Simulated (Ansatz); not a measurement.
## What internal relaxation does to the elastic constants of CoO

Computed with DFT PBEsol, scalar-relativistic, plane waves, PAW (Ansatz 0.2.0). Cutoff 420 eV, 18×18×8 k-points (Γ-centred), Gaussian smearing of 0.20 eV. Collinear spin, site moments -1.9, 1.9, 0.1, -0.1 μB.

The cell, relaxed at this level:
```
Co O
1.0
     3.04201    0.00000    0.00000
    -1.52101    2.63446    0.00000
     0.00000    0.00000    5.27106
Co O
2 2
Direct
  0.00000 0.00000 0.01011
  0.33333 0.66667 0.51011
  0.00000 0.00000 0.36489
  0.33333 0.66667 0.86489
```

In a metal, frequencies and elastic constants depend on the k mesh and the smearing, soft modes and shear constants most. A semilocal functional can close a gap that the real compound has.

Clamped-ion constants (GPa, Voigt order; atoms follow the strain homogeneously):
```
216.6  95.2  84.0   0.0   0.0   0.0
 95.2 216.6  84.0   0.0   0.0   0.0
 84.0  84.0 373.6   0.0   0.0   0.0
  0.0   0.0   0.0  38.0   0.0   0.0
  0.0   0.0   0.0   0.0  38.0   0.0
  0.0   0.0   0.0   0.0   0.0  60.7
```

Q: What are the constants once the atoms relax in each strained cell?

A:
C11 = 115.3, C12 = 137.4, C13 = 144.4, C22 = 115.3, C23 = 144.4, C33 = 249.8, C44 = 15.6, C55 = 15.6, C66 = -11.0 GPa; the others vanish.
The Voigt shear modulus goes from 63.6 to 7.6 GPa and the Voigt bulk modulus doesn't change. Relaxation subtracts ΛᵀK⁻¹Λ/V, with Λ the forces that a strain puts on the atoms and K the zone-centre force constants. At a stable cell this can only lower the diagonal constants, and it acts only for strains that share their symmetry with an optical mode; elsewhere, and where the coupling is weak, the constants hardly move. The least eigenvalue of the relaxed constants is -22.1 GPa, so this cell isn't stable against every strain.

This wurtzite form isn't the usual stable structure of the compound.

Cost: 2 runs of about 82 core-minutes in all, on Intel Xeon Platinum 8488C (Sapphire Rapids), Oxide Virtual Turin-like Processor (Zen 5) (shared hosts).